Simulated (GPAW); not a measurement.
Set up this calculation in GPAW 26.7.0, as an ASE script.

- Task: band structure
- Functional: LDA
- Potentials or basis: the program's PAW data sets (release 1.2.1) made for this functional
- Cutoff: 600 eV
- Basis: pw
- k mesh: 9 × 9 × 4
- Occupations: fermi-dirac, width 0.05 eV
- Spin: no spin polarisation
- Maxiter: 150
- Band path: GMKGALHA,LM,KH
- Band points: 80

The structure of MoS2 lies in POSCAR:

```
MoS2
1.0
    3.2274645616      0.0000000000      0.0000000000
   -1.6137322808      2.7950663001      0.0000000000
    0.0000000000      0.0000000000      6.3124734200
Mo S
1 2
Direct
    0.0000000000      0.0000000000      0.5000000000
    0.6666666667      0.3333333333      0.7446806800
    0.3333333333      0.6666666667      0.2553193200
```

Measurements of this composition are mostly on another form, of space group No. 194.

One way to write it, as run:

run.py

```python
from ase.dft.bandgap import bandgap
from ase.io import read, write
from ase.units import GPa
from gpaw import GPAW, PW

atoms = read('POSCAR')

calc = GPAW(mode=PW(600),
            xc='LDA',
            kpts={'size': (9, 9, 4), 'gamma': True},
            occupations={'name': 'fermi-dirac', 'width': 0.05},
            nbands=25,
            convergence={'density': 1e-05, 'energy': 1e-05},
            maxiter=150,
            txt='gpaw.txt')
atoms.calc = calc
energy = atoms.get_potential_energy()
forces = atoms.get_forces()
stress = atoms.get_stress()
calc.write('gs.gpw')
write('result.traj', atoms)
print(f'Energy: {energy:.6f} eV')
print('Forces (eV/A):')
print(forces.round(4))
print('Stress (GPa):', (stress / GPa).round(3))
print('Fermi level:', round(calc.get_fermi_level(), 4), 'eV')
print(f'Gap: {bandgap(calc)[0]:.4f} eV, direct: {bandgap(calc, direct=True)[0]:.4f} eV')

path = atoms.cell.bandpath('GMKGALHA,LM,KH', npoints=80, eps=1e-4)
bs_calc = calc.fixed_density(kpts=path, symmetry='off', nbands=39,
                             convergence={'bands': 'CBM+6.0', 'eigenstates': 1e-6}, txt='bands.txt')
bs = bs_calc.band_structure()
bs.write('bs.json')
print(f'Gap on the path: {bandgap(bs_calc)[0]:.4f} eV')
```

Potentials or basis: the program's PAW data sets (release 1.2.1) made for this functional, pw.

The run is started by

```bash
$ OMP_NUM_THREADS=1 python run.py
```

Results of the run:

| Quantity | Value |
| --- | --- |
| Pressure | -6.4 GPa |
| Largest force | 0.194 eV/Å |
| Band gap along the path | none (metal or under the smearing width) |

Run time: 78 s on 1 thread of Arm Neoverse V1, on a shared host, peak memory 0.35 GiB.
